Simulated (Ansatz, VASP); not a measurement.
## RbBr: VASP beside Ansatz

File INCAR:

```
PREC = Accurate ; ENCUT = 520
EDIFF = 1E-7 ; ISMEAR = 0
SIGMA = 0.05 ; LREAL = False
LASPH = True ; NELM = 80
ALGO = Normal ; ISIF = 2
LWAVE = False ; LCHARG = False
GGA = PE ; NBANDS = 15
```

KPOINTS

```
Automatic mesh
0
Gamma
  10 10 10
```

The input POSCAR:

```
RbBr
1.0
    0.0000000000      3.4270000000      3.4270000000
    3.4270000000      0.0000000000      3.4270000000
    3.4270000000      3.4270000000      0.0000000000
Rb Br
1 1
Direct
    0.0000000000      0.0000000000      0.0000000000
    0.5000000000      0.5000000000      0.5000000000
```

Input for Ansatz:

```yaml
crystal:
  lattice:
    - [0.0, 3.427, 3.427]
    - [3.427, 0.0, 3.427]
    - [3.427, 3.427, 0.0]
  atoms:
    - { symbol: Rb, position: [0.0, 0.0, 0.0] }
    - { symbol: Br, position: [0.5, 0.5, 0.5] }
basis:
  ecutwfc: 420
kpoints:
  mp_grid: { grid: [10, 10, 10] }
hamiltonian:
  xc: pbe
scf:
  occupations: { method: gaussian, width: 0.05 }
output:
  forces: true
  eigenvalues: true
  eigenstates:
    nscf_kmesh: { grid: [30, 30, 30] }
    top_band: c6
    de_dk: true
    localisation: true
  stress: true
checkpoint:
  write: ck
  compress: false
  write_wavefunctions: false
  write_every: 100000
```

Alike in both runs: task single point; functional PBE; k mesh 10 × 10 × 10; occupations gaussian, width 0.05 eV; no spin polarisation.

```csv
,VASP,Ansatz
version,VASP 6.6.1,Ansatz 0.2.0
potentials or method,"VASP PAW PBE potentials, release 64 (Rb_sv, Br)","scalar-relativistic, plane waves, PAW"
plane-wave cutoff (eV),520,420
valence electrons in the cell,16,16
```

|  | VASP | Ansatz | Ansatz less VASP |
| --- | --- | --- | --- |
| gap on the k mesh at the Fermi level (eV) | 4.36 | 4.36 | +0.002 |
| pressure (GPa) | 1.0 | 1.0 | -0.03 |

A k mesh can miss the band edges. PBE gaps usually lie below the measured ones, often by a third to a half.
